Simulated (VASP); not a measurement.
# TaAs in VASP: further runs

Runs on TaAs. Level: PBE. Tasks: single point.

Program: VASP 6.6.1. These are calculated values, not measurements. Logs are shortened: lines on timing, memory, paths and dates and some standing lists are left out, and cuts for length are marked.

**1. The structure**

The cell holds a sheet with vacuum, 2 atoms: a = 3.569 Å, b = 3.569 Å, c = 23.800 Å, α = 90.00°, β = 90.00°, γ = 90.00°.

The cell was built by a generator and needn't be a form met in nature.

**2. Single point, PBE**

Input file INCAR:

```
PREC = Accurate ; ENCUT = 520
EDIFF = 1E-6 ; ISMEAR = 0
SIGMA = 0.1 ; LREAL = F
LASPH = T ; NELM = 100
ALGO = Fast ; ISIF = 2
LWAVE = F ; LCHARG = F
LDIPOL = T ; IDIPOL = 3
DIPOL = 0.5 0.5 0.294 ; GGA = PE
NBANDS = 15
```

Input file KPOINTS:

```
Automatic mesh
0
Gamma
  16 16 1
```

Input file POSCAR:

```
TaAs
1.0
    3.5391723341      0.4629426480      0.0000000000
   -0.4629427743      3.5391723176      0.0000000000
    0.0000000000      0.0000000000     23.8000000000
Ta As
1 1
Direct
    0.0000000000      0.0000000000      0.2941176471
    0.5000000000      0.5000000000      0.2941176471
```

Potentials or basis: VASP PAW PBE potentials, release 64 (Ta_pv, As).

Started as:

```console
cat potpaw_PBE.64/Ta_pv/POTCAR potpaw_PBE.64/As/POTCAR > POTCAR
mpirun -np 1 vasp_std > vasp.out
```

OUTCAR:

```text
PREC = Accurate
   ENCUT = 520
   EDIFF = 1E-6
   ISMEAR = 0
   LREAL = F
   LASPH = T
   NELM = 100
   ISIF = 2
   GGA = PE

 ion  position               nearest neighbor table
   1  0.000  0.000  0.294-   2 2.52   2 2.52   2 2.52   2 2.52
   2  0.500  0.500  0.294-   1 2.52   1 2.52   1 2.52   1 2.52

  LATTYP: Found a simple tetragonal cell.
 ALAT       =     3.5693216030
 C/A-ratio  =     6.6679337552

  Lattice vectors:

 A1 = (   3.5391723341,   0.4629426480,   0.0000000000)
 A2 = (  -0.4629427743,   3.5391723176,   0.0000000000)
 A3 = (   0.0000000000,   0.0000000000,  23.8000000000)

Analysis of symmetry for initial positions (statically):
=====================================================================
 Subroutine PRICEL returns:
 Original cell was already a primitive cell.

 Routine SETGRP: Setting up the symmetry group for a
 simple tetragonal supercell.

 Subroutine GETGRP returns: Found 16 space group operations
 (whereof  8 operations were pure point group operations)
 out of a pool of 16 trial point group operations.

The static configuration has the point symmetry C_4v.
 The point group associated with its full space group is D_4h.

Analysis of symmetry for dynamics (positions and initial velocities):
=====================================================================
 Subroutine PRICEL returns:
 Original cell was already a primitive cell.

 Routine SETGRP: Setting up the symmetry group for a
 simple tetragonal supercell.

 Subroutine GETGRP returns: Found 16 space group operations
 (whereof  8 operations were pure point group operations)
 out of a pool of 16 trial point group operations.

The dynamic configuration has the point symmetry C_4v.
 The point group associated with its full space group is D_4h.

 Subroutine INISYM returns: Found 16 space group operations
 (whereof  8 operations are pure point group operations),
 and found     1 'primitive' translations

----------------------------------------------------------------------------------------

                                     Primitive cell

  volume of cell :     303.2133

  direct lattice vectors                    reciprocal lattice vectors
     3.539172334  0.462942648  0.000000000     0.277798788  0.036337576  0.000000000
    -0.462942774  3.539172318  0.000000000    -0.036337566  0.277798790  0.000000000
     0.000000000  0.000000000 23.800000000     0.000000000  0.000000000  0.042016807

  length of vectors
     3.569321603  3.569321603 23.800000000     0.280165284  0.280165284  0.042016807

[... 101 lines left out ...]
  volume/ion in A,a.u.               =     151.61      1023.09
  Fermi-wavevector in a.u.,A,eV,Ry     =   0.614043  1.160373  5.130059  0.377049
  Thomas-Fermi vector in A             =   1.670911
   LORBIT       =      0    0 simple, 1 ext, 2 COOP (PROOUT), +10 PAW based schemes
   GGA     = PE    functional components
   LHFCALC =     F    Hartree Fock is set to
   AEXX    =    0.0000 exact exchange contribution
   IVDW    =     0    specifies the selected vdW correction
   LEPSILON=     F    determine dielectric tensor
   LRPA    =     F    only Hartree local field effects (RPA)
 non-spin polarized calculation
 RMM-DIIS sequential band-by-band and
 Gauss-broadening in eV      SIGMA  =   0.10
  energy-cutoff  :      520.00
  volume of cell :      303.21
 maximum number of plane-waves:      8223
 NGX is ok and might be reduce to    28
   NGX = 13   NGY = 13   NGZ = 89

 dipolmoment           0.000000      0.000000     -0.000000 electrons x Angstroem

 number of electron      16.0000000 magnetization

 dipolmoment           0.000000      0.000000      0.000008 electrons x Angstroem

 Free energy of the ion-electron system (eV)
  ---------------------------------------------------
  ext. energy  EPLUGINS =         0.00000000
  ---------------------------------------------------
  free energy    TOTEN  =       -14.43081680 eV

  energy without entropy =      -14.40978771  energy(sigma->0) =      -14.42030226

 E-fermi :  -3.1776     XC(G=0):  -2.1541

 val. band max:       -3.1780416220   @ k =   0.3125   0.1875   0.0000
 cond. band min:      -3.1772265253   @ k =   0.0000   0.0000   0.0000
 fundamental gap:      0.0008150967
 Fermi energy:        -3.1775843425

 k-point     1 :       0.0000    0.0000    0.0000
  band No.  band energies     occupation
      1     -38.5975      2.00000
      2     -38.5975      2.00000
      3     -38.5169      2.00000
      4     -15.8777      2.00000
      5      -6.0409      2.00000
      6      -5.8235      2.00000
      7      -3.8059      2.00000
      8      -3.5917      2.00000
      9      -3.5917      2.00000
     10      -3.1772      0.99596
     11      -2.4653      0.00000
     12      -2.4653      0.00000
     13       0.7396      0.00000
     14       0.8344      0.00000
[... 401 lines left out ...]
      2     -38.5929      2.00000
      3     -38.5072      2.00000
      4     -14.0615      2.00000
      5      -9.5534      2.00000
      6      -7.2171      2.00000
      7      -6.4107      2.00000
      8      -3.0253      0.03122
      9      -2.6817      0.00000
     10      -1.5026      0.00000
     11      -0.0743      0.00000
     12       0.0782      0.00000
     13       1.9206      0.00000
     14       2.8937      0.00000
     15       3.8456      0.00000

 [... further k-points ...]

------------------------ aborting loop because EDIFF is reached ----------------------------------------

 vacuum level on the upper side and lower side of the slab       (xc-potential included)        -0.007        -0.008

  FORCE on cell =-STRESS in cart. coord.  units (eV):
  Direction    XX          YY          ZZ          XY          YZ          ZX
  --------------------------------------------------------------------------------------
  -------------------------------------------------------------------------------------
  Total        0.1222737      0.1222737     -0.0060763     -0.0000000      0.0000000      0.0000000
  in kB        0.6460932      0.6460932     -0.0321070     -0.0000000      0.0000000      0.0000000
  external PRESSURE =       0.4200265 kB  Pullay stress =       0.0000000 kB

 VOLUME and BASIS-vectors are now :
 -----------------------------------------------------------------------------
  energy-cutoff  :      520.00
  volume of cell :      303.21
      direct lattice vectors                 reciprocal lattice vectors
     3.539172334  0.462942648  0.000000000     0.277798788  0.036337576  0.000000000
    -0.462942774  3.539172318  0.000000000    -0.036337566  0.277798790  0.000000000
     0.000000000  0.000000000 23.800000000     0.000000000  0.000000000  0.042016807

 POSITION                                       TOTAL-FORCE (eV/Angst)
 -----------------------------------------------------------------------------------
      0.00000      0.00000      7.00000        -0.000000      0.000000     -0.000000
      1.53811      2.00106      7.00000         0.000000     -0.000000      0.000000
 -----------------------------------------------------------------------------------
    total drift:                               -0.000000     -0.000000      0.000080

  FREE ENERGIE OF THE ION-ELECTRON SYSTEM (eV)
  ---------------------------------------------------
  free  energy   TOTEN  =       -14.4308168012 eV

  energy  without entropy=      -14.4097877139  energy(sigma->0) =      -14.42030226

 vacuum level on the upper side and lower side of the slab         1.413         1.413
```

OSZICAR:

```text
N       E                     dE             d eps       ncg     rms          rms(c)
DAV:   1     0.579508598629E+02    0.57951E+02   -0.68979E+03  1734   0.723E+02
DAV:   2    -0.864624719708E+01   -0.66597E+02   -0.61371E+02  1875   0.135E+02
DAV:   3    -0.155263952149E+02   -0.68801E+01   -0.65215E+01  1969   0.370E+01
[... 12 lines left out ...]
RMM:  16    -0.144307642607E+02   -0.44550E-04   -0.29985E-06  1397   0.833E-03    0.168E-03
RMM:  17    -0.144307925481E+02   -0.28287E-04   -0.10697E-06  1235   0.416E-03    0.101E-03
RMM:  18    -0.144308096103E+02   -0.17062E-04   -0.17277E-06  1250   0.289E-03    0.115E-03
RMM:  19    -0.144308160737E+02   -0.64635E-05   -0.32389E-07   966   0.170E-03    0.278E-04
RMM:  20    -0.144308168012E+02   -0.72751E-06   -0.37223E-08   702   0.113E-03
   1 F= -.14430817E+02 E0= -.14420302E+02  d E =-.210291E-01
```

It took 2.9 min on 1 thread of Intel Xeon 6975P-C (Granite Rapids), shared host; peak memory 0.51 GiB.

Results:

```yaml
Free_energy: -14.4308 eV
Band_gap_on_the_k_mesh: none (metal or under the smearing width)
```

**3. Single point, PBE**

Input file INCAR:

```
  PREC = Accurate
  ENCUT = 520
  EDIFF = 1E-6
  ISMEAR = 0
  SIGMA = 0.1
  LREAL = F
  LASPH = T
  NELM = 100
  ALGO = Fast
  ISIF = 2
  LWAVE = F
  LCHARG = T
  LDIPOL = T
  IDIPOL = 3
  DIPOL = 0.5 0.5 0.294
  GGA = PE
  LELF = T
  LVHAR = T
  LVACPOTAV = T
  NBANDS = 15
```

KPOINTS is that of step 2.

Input file POSCAR:

```
TaAs
1.0
    3.5409653667      0.4631871016      0.0000000000
   -0.4631677309      3.5409679005      0.0000000000
    0.0000000000      0.0000000000     23.8000000000
Ta As
1 1
Direct
    0.0000000000      0.0000000000      0.2941176471
    0.5000000000      0.5000000000      0.2941176471
```

Potentials or basis: VASP PAW PBE potentials, release 64 (Ta_pv, As).

Started as:

```console
cat potpaw_PBE.64/Ta_pv/POTCAR potpaw_PBE.64/As/POTCAR > POTCAR
mpirun -np 1 vasp_std > vasp.out
```

OUTCAR:

```text
PREC = Accurate
   ENCUT = 520
   EDIFF = 1E-6
   ISMEAR = 0
   LREAL = F
   LASPH = T
   NELM = 100
   ISIF = 2
   GGA = PE

 ion  position               nearest neighbor table
   1  0.000  0.000  0.294-   2 2.53   2 2.53   2 2.53   2 2.53
   2  0.500  0.500  0.294-   1 2.53   1 2.53   1 2.53   1 2.53

  LATTYP: Found a simple tetragonal cell.
 ALAT       =     3.5711311960
 C/A-ratio  =     6.6645549249

  Lattice vectors:

[... 629 lines left out ...]

  FORCE on cell =-STRESS in cart. coord.  units (eV):
  Direction    XX          YY          ZZ          XY          YZ          ZX
  --------------------------------------------------------------------------------------
  -------------------------------------------------------------------------------------
  Total        0.0555104      0.0555105     -0.0060158      0.0000003      0.0000000      0.0000000
  in kB        0.2930192      0.2930200     -0.0317552      0.0000015      0.0000000      0.0000000
  external PRESSURE =       0.1847613 kB  Pullay stress =       0.0000000 kB

 VOLUME and BASIS-vectors are now :
 -----------------------------------------------------------------------------
  energy-cutoff  :      520.00
  volume of cell :      303.52
      direct lattice vectors                 reciprocal lattice vectors
     3.540965367  0.463187102  0.000000000     0.277658120  0.036318398  0.000000000
    -0.463167731  3.540967901  0.000000000    -0.036319917  0.277657921  0.000000000
     0.000000000  0.000000000 23.800000000     0.000000000  0.000000000  0.042016807

 POSITION                                       TOTAL-FORCE (eV/Angst)
 -----------------------------------------------------------------------------------
      0.00000      0.00000      7.00000        -0.000000     -0.000000      0.000000
      1.53890      2.00208      7.00000         0.000000      0.000000      0.000000
 -----------------------------------------------------------------------------------
    total drift:                               -0.000000     -0.000000      0.000031

  FREE ENERGIE OF THE ION-ELECTRON SYSTEM (eV)
  ---------------------------------------------------
  free  energy   TOTEN  =       -14.4308785560 eV

  energy  without entropy=      -14.4098458257  energy(sigma->0) =      -14.42036219

 vacuum level on the upper side and lower side of the slab         1.420         1.420
```

Run time: 3.2 min. Hardware: 1 thread of Intel Xeon 6975P-C (Granite Rapids), shared host; peak memory 0.51 GiB.

What came out:

```
Free energy                     : -14.4309 eV
Band gap on the k mesh          : none (metal or under the smearing width)
Work function of the upper face : 4.60 eV
Work function of the lower face : 4.60 eV
```

Levels at points of the mesh, in eV from the Fermi level:
| k point | band 6 | band 7 | band 8 | band 9 | band 10 | band 11 |
| --- | --- | --- | --- | --- | --- | --- |
| (0.00, 0.00, 0.00) | -2.64 | -0.63 | -0.42 | -0.42 | 0.00 | 0.71 |
| (0.50, 0.00, 0.00) | -4.13 | -3.40 | 0.09 | 1.02 | 1.60 | 2.61 |
| (0.50, 0.50, 0.00) | -3.49 | -0.93 | -0.93 | -0.68 | 0.54 | 1.61 |

Spin-orbit coupling is left out, which matters for the levels of Ta.

**4. Single point, PBE**

This run uses another cell than the first one, of 111.26 Å³/atom, 0.734 times its volume.

Input file INCAR:

```
SYSTEM = TaAs
ALGO = Fast
DIPOL = 0.5 0.5 0.500
EDIFF = 1E-6
ENCUT = 520
GGA = PE
IDIPOL = 3
ISIF = 2
ISMEAR = 0
LASPH = .True.
LCHARG = .False.
LDIPOL = .True.
LREAL = .False.
LWAVE = .False.
NBANDS = 15
NELM = 100
PREC = Accurate
SIGMA = 0.1
```

Input file KPOINTS:

```
k-points
0
Gamma
  4 4 1
  0 0 0
```

Input file POSCAR:

```
TaAs
1.0
    4.0554940000      0.0000000000      0.0000000000
   -1.0431130000      3.9190490000      0.0000000000
    0.0000000000      0.0000000000     14.0000000000
Ta As
1 1
Direct
    0.0000000000      0.0000000000      0.5000000000
    0.5000000000      0.5000000000      0.5000000000
```

Started as:

```console
cat potpaw_PBE.64/Ta_pv/POTCAR potpaw_PBE.64/As/POTCAR > POTCAR
mpirun -np 1 vasp_std > vasp.out
```

It took 26 s on 1 thread of Intel Xeon 6975P-C (Granite Rapids), shared host; peak memory 0.29 GiB.

The run converged. Its results:

| Property | Result |
| --- | --- |
| Free energy | -12.7724 eV |
| Band gap on the k mesh | none (metal or under the smearing width) |

Levels at points of the mesh, in eV from the Fermi level:
| k point | band 4 | band 5 | band 6 | band 7 | band 8 | band 9 | band 10 | band 11 | band 12 | band 13 |
| --- | --- | --- | --- | --- | --- | --- | --- | --- | --- | --- |
| (0.00, 0.00, 0.00) | -11.16 | -1.74 | -1.21 | -0.92 | -0.49 | -0.11 | -0.02 | 0.25 | 0.71 | 3.57 |
| (0.50, 0.00, 0.00) | -9.92 | -5.14 | -3.15 | -2.37 | 0.06 | 0.48 | 1.22 | 2.92 | 3.23 | 3.72 |
| (0.50, 0.50, 0.00) | -10.48 | -3.03 | -1.88 | -0.41 | -0.41 | -0.26 | 0.14 | 0.92 | 1.11 | 3.14 |

Caveat: the k mesh is coarse (spacing up to 0.40 Å⁻¹), so the values aren't converged. The run has no spin-orbit coupling, so splittings on Ta are missing.

**5. The runs side by side**

| cell | k mesh | mesh quality | gap on the mesh (eV) |
| --- | --- | --- | --- |
| P4/mmm, 151.61 Å³/atom | 16 × 16 × 1 | not flagged | none |
| P4/mmm, 151.76 Å³/atom | 16 × 16 × 1 | not flagged | none |
| Cmmm, 111.26 Å³/atom | 4 × 4 × 1 | coarse | none |

Alike in all rows: task single point; level PBE; potentials or basis VASP PAW PBE potentials, release 64 (Ta_pv, As); no spin polarisation; cutoff (eV) 520; smearing gaussian 0.1 eV.

Caveats: some runs use coarse meshes.

Total energies depend on the potentials used, so only differences within one code and one set of settings carry meaning.
